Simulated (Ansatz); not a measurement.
# Antimony, A7 rhombohedral under PBE: how the plane-wave cutoff moves the result

How high must the plane-wave cutoff be for energy and pressure to settle? The geometry was relaxed under PBE beforehand and stays fixed; 9 values are run, from 150 to 800 eV. Wanted are the values from which on the energy stays within 10 and 1 meV/atom, and the pressure within 0.5 GPa, of the last run. Within the series other settings stay, but some runs also write fields, which adds to their time. Spin polarisation is left out.

Method: DFT PBE, plane waves with PAW, scalar-relativistic, in Ansatz 0.2.0.

**1. The structure to begin with**

It takes space group R-3m (No. 166, trigonal). The conventional cell has a = 4.376 Å, b = 4.376 Å, c = 11.530 Å, α = 90.00°, β = 90.00°, γ = 120.00°. Sb (site symmetry 3m) has 3 Sb at 2.95 Å as nearest neighbours.

Structure file:

```
CELL_PARAMETERS angstrom
2.18790 1.26319 3.84317
-2.18790 1.26319 3.84317
0.00000 -2.52637 3.84317
ATOMIC_POSITIONS crystal
Sb 0.23268 0.23268 0.23268
Sb 0.76732 0.76732 0.76732
```

**2. A run at the usual settings, for scale**

Contents of input.yaml:

```yaml
crystal:
  lattice:
    - [2.1879029667, 1.2631863668, 3.8431731385]
    - [-2.1879029667, 1.2631863668, 3.8431731385]
    - [0.0, -2.5263727336, 3.8431731385]
  atoms:
    - { symbol: Sb, position: [0.2326795448, 0.2326795448, 0.2326795448] }
    - { symbol: Sb, position: [0.7673204552, 0.7673204552, 0.7673204552] }
hamiltonian:
  xc: pbe
  pseudopotentials:
    kind: paw
    azcp:
      Sb: "pseudopotentials/Sb.paw.azcp"
basis:
  ecutwfc: 420
  fft_grid_basis: typed
kpoints:
  mp_grid: { grid: [14, 14, 14], shift: [0, 0, 0] }
magnetization:
  spin_polarized: false
scf:
  occupations: { method: fermi_dirac, width: 0.1 }
  lower_state_search: "off"
output:
  stress: true
```

The run is started by

```sh
$ ansatz run input.yaml --threads 1 --pin off --max-ram 3584MiB --backend cpu --events-out ev --progress --plain --runs-dir out
```

Output, shortened:

```text
[...]
Pseudopotentials: kind: paw
Pseudopotential: Sb, paw, valence charge 15, recommended cutoff 420 eV (normal), <dir>
Functional definition: PBE
[...]
Crystal: 2 atoms, lattice volume = 63.729 Å³
Basis set: ecut = 420 eV, 1273 PW (Γ)
Bands: 19, of which v1, the nominal top of the filled ones, is band 15 counted from 1 (14 counted from 0)
Symmetry: 12 space group operations
Space group: R-3m (ITA 166), of the structure as read, at distance tolerance 4.0e-5 Å
k-points: 288 of 2744
[...]
SCF iter   1: F=—  HF=-12968.981695 eV  |F-HF|=—  |Δ(HF+E_count)|=         —  Δρ=1.69e-3  dr2=2.00e-3  ethr=1.77e-3  ⟨swp⟩=6.0  Hψ=27650  notcnv=0
[...]
SCF iter   7: F=-12968.980234 eV  HF=-12968.980234 eV  |F-HF|=2.30e-9  |Δ(HF+E_count)|=   3.98e-8  Δρ=2.84e-6  dr2=6.31e-9  ethr=3.33e-10  ⟨swp⟩=4.7  Hψ=17041  notcnv=0
[...]
SCF converged after 7 iterations
Free energy (F): -12968.980234 eV
[...]
E sigma→0 (E₀):  -12968.975500 eV
Entropy (-TS):   -0.009469 eV (-4.734 meV/atom)
Fermi energy:    9.264460 eV
[...]
--- Stress (GPa, compression-positive) ---
       -0.012271       0.000000       0.000000
        0.000000      -0.012271       0.000000
        0.000000       0.000000       0.056363
  P = ⅓ Tr σ = 0.0106 GPa (0.106 kbar)
```

Wall time 20 s (1 thread of Intel Xeon Platinum 8259CL at 2.50GHz (Skylake/Cascade Lake), shared host); peak memory 0.72 GiB.

**3. With a cutoff of 150 eV**

The run at 150 eV.

Changes to input.yaml since step 2:

```diff
@@ -15,6 +15,6 @@
 basis:
-  ecutwfc: 420
+  ecutwfc: 150
   fft_grid_basis: typed
 kpoints:
-  mp_grid: { grid: [14, 14, 14], shift: [0, 0, 0] }
+  mp_grid: { grid: [9, 9, 9], shift: [0, 0, 0] }
 magnetization:
```

The run is started by

```sh
$ ansatz run input.yaml --threads 1 --pin off --max-ram 3584MiB --backend cpu --events-out ev --progress --plain --runs-dir out
```

Output, shortened:

```text
Warning: basis.ecutwfc = 150 eV is below the records' recommended 420 eV, and the density's cutoff is lower with it unless basis.ecutrho_ratio is high enough to keep the records' density cutoff: compare with a run at a higher cutoff
Warning: basis.ecutrho_ratio 4 (ecutrho = 600 eV, dense FFT grid 20×20×20): the grid does not resolve the core-correction charge of Sb (measure 0.19 e/Å^2.5); warned from 0.08. The energy and each atom's force then go with where the atoms sit on the grid: on a 12-atom cubic HfO2 cell [...]
[... 3 set-up lines as earlier in the session ...]
[...]
Crystal: 2 atoms, lattice volume = 63.729 Å³
Basis set: ecut = 150 eV, 277 PW (Γ)
Bands: 19, of which v1, the nominal top of the filled ones, is band 15 counted from 1 (14 counted from 0)
[... 2 set-up lines as earlier in the session ...]
k-points: 85 of 729
[...]
SCF iter   1: F=—  HF=-12837.140171 eV  |F-HF|=—  |Δ(HF+E_count)|=         —  Δρ=3.52e-1  dr2=4.12e1  ethr=1.77e-3  ⟨swp⟩=5.4  Hψ=7725  notcnv=0
[...]
SCF iter   8: F=-12809.171981 eV  HF=-12809.171981 eV  |F-HF|=6.70e-8  |Δ(HF+E_count)|=   2.83e-6  Δρ=8.69e-6  dr2=5.16e-8  ethr=3.33e-10  ⟨swp⟩=2.5  Hψ=5339  notcnv=0
[...]
SCF converged after 8 iterations
Free energy (F): -12809.171981 eV
[...]
E sigma→0 (E₀):  -12809.168702 eV
Entropy (-TS):   -0.006558 eV (-3.279 meV/atom)
Fermi energy:    8.795237 eV
[...]
--- Stress (GPa, compression-positive) ---
       -8.646517       0.000000       0.000000
        0.000000      -8.646517       0.000000
       -0.000000       0.000000      10.924270
  P = ⅓ Tr σ = -2.1229 GPa (-21.229 kbar)
```

It took 3.2 s on 1 thread of Intel Xeon Platinum 8259CL at 2.50GHz (Skylake/Cascade Lake), shared host; peak memory 0.47 GiB.

**4. With a cutoff of 200 eV**

The run at 200 eV.

Changes to input.yaml since step 3:

```diff
@@ -15,3 +15,3 @@
 basis:
-  ecutwfc: 150
+  ecutwfc: 200
   fft_grid_basis: typed
@@ -26 +26,5 @@
   stress: true
+  write_density: true
+  write_potential: true
+  elf: true
+  volumetric_format: npy
```

The run is started by

```sh
$ ansatz run input.yaml --threads 1 --pin off --max-ram 3584MiB --backend cpu --events-out ev --progress --plain --runs-dir out
```

Output, shortened:

```text
Warning: basis.ecutwfc = 200 eV is below the records' recommended 420 eV, and the density's cutoff is lower with it unless basis.ecutrho_ratio is high enough to keep the records' density cutoff: compare with a run at a higher cutoff
[...]
[... 3 set-up lines as earlier in the session ...]
[...]
Crystal: 2 atoms, lattice volume = 63.729 Å³
Basis set: ecut = 200 eV, 399 PW (Γ)
Bands: 19, of which v1, the nominal top of the filled ones, is band 15 counted from 1 (14 counted from 0)
[... 2 set-up lines as earlier in the session ...]
k-points: 85 of 729
[...]
SCF iter   1: F=—  HF=-12949.630818 eV  |F-HF|=—  |Δ(HF+E_count)|=         —  Δρ=7.67e-2  dr2=1.66e0  ethr=1.77e-3  ⟨swp⟩=6.0  Hψ=7415  notcnv=0
[...]
SCF iter   7: F=-12948.349316 eV  HF=-12948.349316 eV  |F-HF|=5.12e-8  |Δ(HF+E_count)|=   1.36e-6  Δρ=6.92e-6  dr2=3.66e-8  ethr=3.33e-10  ⟨swp⟩=6.3  Hψ=9747  notcnv=0
[...]
SCF converged after 7 iterations
Free energy (F): -12948.349316 eV
[...]
E sigma→0 (E₀):  -12948.345183 eV
Entropy (-TS):   -0.008266 eV (-4.133 meV/atom)
Fermi energy:    9.289971 eV
[...]
--- Stress (GPa, compression-positive) ---
       -1.748014      -0.000000       0.000000
        0.000000      -1.748014       0.000000
        0.000000       0.000000      -4.101740
  P = ⅓ Tr σ = -2.5326 GPa (-25.326 kbar)
--- Band table (eV; the first three rows and the last of 85) ---
  k-point 0: bands = ["-21.5002", "-21.5002", "-21.4807", "-21.3560", "-21.3560", "-20.9365", "-20.9365", "-20.9047", "-20.9047", "-20.5507", "-3.1835", "3.8421", "7.4027", "7.7505", "7.7505", "11.4522", "12.0579", "12.0579", "14.6609"]
[...]
```

It took 3 s on 1 thread of Intel Xeon Platinum 8259CL at 2.50GHz (Skylake/Cascade Lake), shared host; peak memory 0.5 GiB.

**5. With a cutoff of 250 eV**

The run at 250 eV.

Changes to input.yaml since step 4:

```diff
@@ -15,3 +15,3 @@
 basis:
-  ecutwfc: 200
+  ecutwfc: 250
   fft_grid_basis: typed
@@ -26,5 +26 @@
   stress: true
-  write_density: true
-  write_potential: true
-  elf: true
-  volumetric_format: npy
```

The run is started by

```sh
$ ansatz run input.yaml --threads 1 --pin off --max-ram 3584MiB --backend cpu --events-out ev --progress --plain --runs-dir out
```

Output, shortened:

```text
Warning: basis.ecutwfc = 250 eV is below the records' recommended 420 eV, and the density's cutoff is lower with it unless basis.ecutrho_ratio is high enough to keep the records' density cutoff: compare with a run at a higher cutoff
[...]
[... 3 set-up lines as earlier in the session ...]
[...]
Crystal: 2 atoms, lattice volume = 63.729 Å³
Basis set: ecut = 250 eV, 561 PW (Γ)
Bands: 19, of which v1, the nominal top of the filled ones, is band 15 counted from 1 (14 counted from 0)
[... 2 set-up lines as earlier in the session ...]
k-points: 85 of 729
[...]
SCF iter   1: F=—  HF=-12966.749855 eV  |F-HF|=—  |Δ(HF+E_count)|=         —  Δρ=1.53e-2  dr2=5.74e-2  ethr=1.77e-3  ⟨swp⟩=5.8  Hψ=7906  notcnv=0
[...]
SCF iter   7: F=-12966.710051 eV  HF=-12966.710051 eV  |F-HF|=7.64e-9  |Δ(HF+E_count)|=   4.93e-8  Δρ=4.71e-6  dr2=2.40e-8  ethr=3.33e-10  ⟨swp⟩=4.2  Hψ=4976  notcnv=0
[...]
SCF converged after 7 iterations
Free energy (F): -12966.710051 eV
[...]
E sigma→0 (E₀):  -12966.705979 eV
Entropy (-TS):   -0.008143 eV (-4.072 meV/atom)
Fermi energy:    9.281265 eV
[...]
--- Stress (GPa, compression-positive) ---
        0.054159      -0.000000       0.000000
       -0.000000       0.054159       0.000000
        0.000000       0.000000      -0.369783
  P = ⅓ Tr σ = -0.0872 GPa (-0.872 kbar)
```

Run time: 3.4 s. Hardware: 1 thread of Intel Xeon Platinum 8259CL at 2.50GHz (Skylake/Cascade Lake), shared host; peak memory 0.51 GiB.

**6. With a cutoff of 300 eV**

The run at 300 eV.

Changes to input.yaml since step 5:

```diff
@@ -15,3 +15,3 @@
 basis:
-  ecutwfc: 250
+  ecutwfc: 300
   fft_grid_basis: typed
```

The run is started by

```sh
$ ansatz run input.yaml --threads 1 --pin off --max-ram 3584MiB --backend cpu --events-out ev --progress --plain --runs-dir out
```

Output, shortened:

```text
Warning: basis.ecutwfc = 300 eV is below the records' recommended 420 eV, and the density's cutoff is lower with it unless basis.ecutrho_ratio is high enough to keep the records' density cutoff: compare with a run at a higher cutoff
[...]
[... 3 set-up lines as earlier in the session ...]
[...]
Crystal: 2 atoms, lattice volume = 63.729 Å³
Basis set: ecut = 300 eV, 761 PW (Γ)
Bands: 19, of which v1, the nominal top of the filled ones, is band 15 counted from 1 (14 counted from 0)
[... 2 set-up lines as earlier in the session ...]
k-points: 85 of 729
[...]
SCF iter   1: F=—  HF=-12968.803937 eV  |F-HF|=—  |Δ(HF+E_count)|=         —  Δρ=2.77e-3  dr2=2.48e-3  ethr=1.77e-3  ⟨swp⟩=5.9  Hψ=8147  notcnv=0
[...]
SCF iter   7: F=-12968.802352 eV  HF=-12968.802352 eV  |F-HF|=4.35e-10  |Δ(HF+E_count)|=   7.52e-8  Δρ=3.94e-6  dr2=1.76e-8  ethr=3.33e-10  ⟨swp⟩=5.0  Hψ=5194  notcnv=0
[...]
SCF converged after 7 iterations
Free energy (F): -12968.802352 eV
[...]
E sigma→0 (E₀):  -12968.798253 eV
Entropy (-TS):   -0.008198 eV (-4.099 meV/atom)
Fermi energy:    9.268721 eV
[...]
--- Stress (GPa, compression-positive) ---
        0.120050      -0.000000       0.000000
       -0.000000       0.120050       0.000000
        0.000000       0.000000       0.077448
  P = ⅓ Tr σ = 0.1058 GPa (1.058 kbar)
```

Wall time 3.5 s (1 thread of Intel Xeon Platinum 8259CL at 2.50GHz (Skylake/Cascade Lake), shared host); peak memory 0.52 GiB.

**7. With a cutoff of 350 eV**

The run at 350 eV.

Changes to input.yaml since step 6:

```diff
@@ -15,3 +15,3 @@
 basis:
-  ecutwfc: 300
+  ecutwfc: 350
   fft_grid_basis: typed
```

The run is started by

```sh
$ ansatz run input.yaml --threads 1 --pin off --max-ram 3584MiB --backend cpu --events-out ev --progress --plain --runs-dir out
```

Output, shortened:

```text
Warning: basis.ecutwfc = 350 eV is below the records' recommended 420 eV, and the density's cutoff is lower with it unless basis.ecutrho_ratio is high enough to keep the records' density cutoff: compare with a run at a higher cutoff
[...]
[... 3 set-up lines as earlier in the session ...]
[...]
Crystal: 2 atoms, lattice volume = 63.729 Å³
Basis set: ecut = 350 eV, 953 PW (Γ)
Bands: 19, of which v1, the nominal top of the filled ones, is band 15 counted from 1 (14 counted from 0)
[... 2 set-up lines as earlier in the session ...]
k-points: 85 of 729
[...]
SCF iter   1: F=—  HF=-12968.980411 eV  |F-HF|=—  |Δ(HF+E_count)|=         —  Δρ=1.51e-3  dr2=1.47e-3  ethr=1.77e-3  ⟨swp⟩=6.0  Hψ=8136  notcnv=0
[...]
SCF iter   7: F=-12968.979121 eV  HF=-12968.979121 eV  |F-HF|=2.62e-9  |Δ(HF+E_count)|=   3.48e-8  Δρ=2.68e-6  dr2=5.03e-9  ethr=3.33e-10  ⟨swp⟩=4.8  Hψ=5081  notcnv=0
[...]
SCF converged after 7 iterations
Free energy (F): -12968.979121 eV
[...]
E sigma→0 (E₀):  -12968.975021 eV
Entropy (-TS):   -0.008199 eV (-4.099 meV/atom)
Fermi energy:    9.264002 eV
[...]
--- Stress (GPa, compression-positive) ---
       -0.005434       0.000000       0.000000
       -0.000000      -0.005434       0.000000
        0.000000       0.000000       0.024363
  P = ⅓ Tr σ = 0.0045 GPa (0.045 kbar)
```

Run time: 5.5 s. Hardware: 1 thread of Intel Xeon Platinum 8259CL at 2.50GHz (Skylake/Cascade Lake), shared host; peak memory 0.53 GiB.

**8. With a cutoff of 420 eV**

The run at 420 eV.

Changes to input.yaml since step 7:

```diff
@@ -15,3 +15,3 @@
 basis:
-  ecutwfc: 350
+  ecutwfc: 420
   fft_grid_basis: typed
@@ -26 +26,5 @@
   stress: true
+  write_density: true
+  write_potential: true
+  elf: true
+  volumetric_format: npy
```

The run is started by

```sh
$ ansatz run input.yaml --threads 1 --pin off --max-ram 3584MiB --backend cpu --events-out ev --progress --plain --runs-dir out
```

Output, shortened:

```text
[...]
[... 3 set-up lines as earlier in the session ...]
[...]
Crystal: 2 atoms, lattice volume = 63.729 Å³
Basis set: ecut = 420 eV, 1273 PW (Γ)
Bands: 19, of which v1, the nominal top of the filled ones, is band 15 counted from 1 (14 counted from 0)
[... 2 set-up lines as earlier in the session ...]
k-points: 85 of 729
[...]
SCF iter   1: F=—  HF=-12968.988760 eV  |F-HF|=—  |Δ(HF+E_count)|=         —  Δρ=1.53e-3  dr2=1.50e-3  ethr=1.77e-3  ⟨swp⟩=6.0  Hψ=8150  notcnv=0
[...]
SCF iter   7: F=-12968.987404 eV  HF=-12968.987404 eV  |F-HF|=3.04e-9  |Δ(HF+E_count)|=   3.06e-8  Δρ=2.92e-6  dr2=6.70e-9  ethr=3.33e-10  ⟨swp⟩=9.2  Hψ=10171  notcnv=0
[...]
SCF converged after 7 iterations
Free energy (F): -12968.987404 eV
[...]
E sigma→0 (E₀):  -12968.983305 eV
Entropy (-TS):   -0.008198 eV (-4.099 meV/atom)
Fermi energy:    9.263439 eV
[...]
--- Stress (GPa, compression-positive) ---
       -0.001037      -0.000000       0.000000
       -0.000000      -0.001037       0.000000
        0.000000       0.000000       0.021668
  P = ⅓ Tr σ = 0.0065 GPa (0.065 kbar)
--- Band table (eV; the first three rows and the last of 85) ---
  k-point 0: bands = ["-20.0775", "-20.0775", "-20.0036", "-20.0036", "-19.9792", "-19.9073", "-19.9073", "-19.9004", "-19.8356", "-19.8356", "-3.0426", "4.2099", "7.3411", "7.5992", "7.5992", "11.2714", "11.8796", "11.8796", "14.5238"]
[...]
```

Run time: 8.2 s. Hardware: 1 thread of Intel Xeon Platinum 8259CL at 2.50GHz (Skylake/Cascade Lake), shared host; peak memory 0.56 GiB.

**9. With a cutoff of 500 eV**

The run at 500 eV.

Changes to input.yaml since step 8:

```diff
@@ -15,3 +15,3 @@
 basis:
-  ecutwfc: 420
+  ecutwfc: 500
   fft_grid_basis: typed
@@ -26,5 +26 @@
   stress: true
-  write_density: true
-  write_potential: true
-  elf: true
-  volumetric_format: npy
```

The run is started by

```sh
$ ansatz run input.yaml --threads 1 --pin off --max-ram 3584MiB --backend cpu --events-out ev --progress --plain --runs-dir out
```

Output, shortened:

```text
[...]
[... 3 set-up lines as earlier in the session ...]
[...]
Crystal: 2 atoms, lattice volume = 63.729 Å³
Basis set: ecut = 500 eV, 1593 PW (Γ)
Bands: 19, of which v1, the nominal top of the filled ones, is band 15 counted from 1 (14 counted from 0)
[... 2 set-up lines as earlier in the session ...]
k-points: 85 of 729
[...]
SCF iter   1: F=—  HF=-12968.991291 eV  |F-HF|=—  |Δ(HF+E_count)|=         —  Δρ=1.52e-3  dr2=1.49e-3  ethr=1.77e-3  ⟨swp⟩=6.0  Hψ=8228  notcnv=0
[...]
SCF iter   7: F=-12968.989991 eV  HF=-12968.989991 eV  |F-HF|=3.25e-9  |Δ(HF+E_count)|=   2.96e-8  Δρ=2.99e-6  dr2=7.28e-9  ethr=3.33e-10  ⟨swp⟩=4.8  Hψ=5093  notcnv=0
[...]
SCF converged after 7 iterations
Free energy (F): -12968.989991 eV
[...]
E sigma→0 (E₀):  -12968.985891 eV
Entropy (-TS):   -0.008200 eV (-4.100 meV/atom)
Fermi energy:    9.263620 eV
[...]
--- Stress (GPa, compression-positive) ---
       -0.003047      -0.000000       0.000000
        0.000000      -0.003047       0.000000
        0.000000       0.000000       0.019287
  P = ⅓ Tr σ = 0.0044 GPa (0.044 kbar)
```

Run time: 8.6 s. Hardware: 1 thread of Intel Xeon Platinum 8259CL at 2.50GHz (Skylake/Cascade Lake), shared host; peak memory 0.57 GiB.

**10. With a cutoff of 600 eV**

The run at 600 eV.

Changes to input.yaml since step 9:

```diff
@@ -15,3 +15,3 @@
 basis:
-  ecutwfc: 500
+  ecutwfc: 600
   fft_grid_basis: typed
```

The run is started by

```sh
$ ansatz run input.yaml --threads 1 --pin off --max-ram 3584MiB --backend cpu --events-out ev --progress --plain --runs-dir out
```

Output, shortened:

```text
[...]
[... 3 set-up lines as earlier in the session ...]
[...]
Crystal: 2 atoms, lattice volume = 63.729 Å³
Basis set: ecut = 600 eV, 2133 PW (Γ)
Bands: 19, of which v1, the nominal top of the filled ones, is band 15 counted from 1 (14 counted from 0)
[... 2 set-up lines as earlier in the session ...]
k-points: 85 of 729
[...]
SCF iter   1: F=—  HF=-12968.991506 eV  |F-HF|=—  |Δ(HF+E_count)|=         —  Δρ=1.52e-3  dr2=1.49e-3  ethr=1.77e-3  ⟨swp⟩=6.0  Hψ=8240  notcnv=0
[...]
SCF iter   7: F=-12968.990236 eV  HF=-12968.990236 eV  |F-HF|=3.32e-9  |Δ(HF+E_count)|=   3.03e-8  Δρ=3.00e-6  dr2=7.37e-9  ethr=3.33e-10  ⟨swp⟩=4.9  Hψ=5116  notcnv=0
[...]
SCF converged after 7 iterations
Free energy (F): -12968.990236 eV
[...]
E sigma→0 (E₀):  -12968.986136 eV
Entropy (-TS):   -0.008200 eV (-4.100 meV/atom)
Fermi energy:    9.263627 eV
[...]
--- Stress (GPa, compression-positive) ---
       -0.003108       0.000000       0.000000
        0.000000      -0.003108       0.000000
        0.000000       0.000000       0.019377
  P = ⅓ Tr σ = 0.0044 GPa (0.044 kbar)
```

Run time: 9.9 s. Hardware: 1 thread of Intel Xeon Platinum 8259CL at 2.50GHz (Skylake/Cascade Lake), shared host; peak memory 0.61 GiB.

**11. With a cutoff of 800 eV**

The run at 800 eV.

Changes to input.yaml since step 10:

```diff
@@ -15,3 +15,3 @@
 basis:
-  ecutwfc: 600
+  ecutwfc: 800
   fft_grid_basis: typed
```

The run is started by

```sh
$ ansatz run input.yaml --threads 1 --pin off --max-ram 3584MiB --backend cpu --events-out ev --progress --plain --runs-dir out
```

Output, shortened:

```text
[...]
[... 3 set-up lines as earlier in the session ...]
[...]
Crystal: 2 atoms, lattice volume = 63.729 Å³
Basis set: ecut = 800 eV, 3287 PW (Γ)
Bands: 19, of which v1, the nominal top of the filled ones, is band 15 counted from 1 (14 counted from 0)
[... 2 set-up lines as earlier in the session ...]
k-points: 85 of 729
[...]
SCF iter   1: F=—  HF=-12968.991555 eV  |F-HF|=—  |Δ(HF+E_count)|=         —  Δρ=1.52e-3  dr2=1.48e-3  ethr=1.77e-3  ⟨swp⟩=6.2  Hψ=8599  notcnv=0
[...]
SCF iter   7: F=-12968.990368 eV  HF=-12968.990368 eV  |F-HF|=3.53e-9  |Δ(HF+E_count)|=   2.96e-8  Δρ=2.95e-6  dr2=7.21e-9  ethr=3.33e-10  ⟨swp⟩=5.0  Hψ=5219  notcnv=0
[...]
SCF converged after 7 iterations
Free energy (F): -12968.990368 eV
[...]
E sigma→0 (E₀):  -12968.986269 eV
Entropy (-TS):   -0.008200 eV (-4.100 meV/atom)
Fermi energy:    9.263599 eV
[...]
--- Stress (GPa, compression-positive) ---
       -0.003199      -0.000000       0.000000
       -0.000000      -0.003199       0.000000
        0.000000       0.000000       0.019360
  P = ⅓ Tr σ = 0.0043 GPa (0.043 kbar)
```

Wall time 13 s (1 thread of Intel Xeon Platinum 8259CL at 2.50GHz (Skylake/Cascade Lake), shared host); peak memory 0.69 GiB.

**12. Convergence table**

Energies count from the run at 800 eV.

```tsv
cutoff (eV)	plane waves at Γ	E(σ → 0) (meV/atom)	P (GPa)	SCF cycles	CPU time
150	277	79908.78	-2.12	8	3.2 s
200	399	10320.54	-2.53	7	3 s
250	561	1140.14	-0.09	7	3.4 s
300	761	94.01	0.11	7	3.5 s
350	953	5.62	0.00	7	5.5 s
420	1273	1.48	0.01	7	8.2 s
500	1593	0.19	0.00	7	8.7 s
600	2133	0.07	0.00	7	9.9 s
800	3287	0.00	0.00	7	13 s
```

**13. Results**

| quantity | value |
| --- | --- |
| E(σ → 0) stays within 10 meV/atom of 800 eV | from 350 eV on |
| E(σ → 0) stays within 1 meV/atom | from 500 eV on |
| pressure stays within 0.5 GPa | from 250 eV on |
| pressure at 800 eV | 0.00 GPa |
| CPU time, dearest over cheapest | 4.4 |
| run at the usual settings (mesh 14×14×14 against the series' 9×9×9, 420 eV) | +5.4 meV/atom from 800 eV, 0.01 GPa |

The far end, 150 eV, lies +79909 meV/atom and -2.1 GPa from the yardstick. Each step up in cutoff lowers the energy. Total energies within 1 meV/atom need 500 eV; differences between like structures often settle sooner. Too low a cutoff pulls the pressure down (Pulay stress). The cell taken over is 6 % larger than the measured one (30.20 Å³/atom, COD).
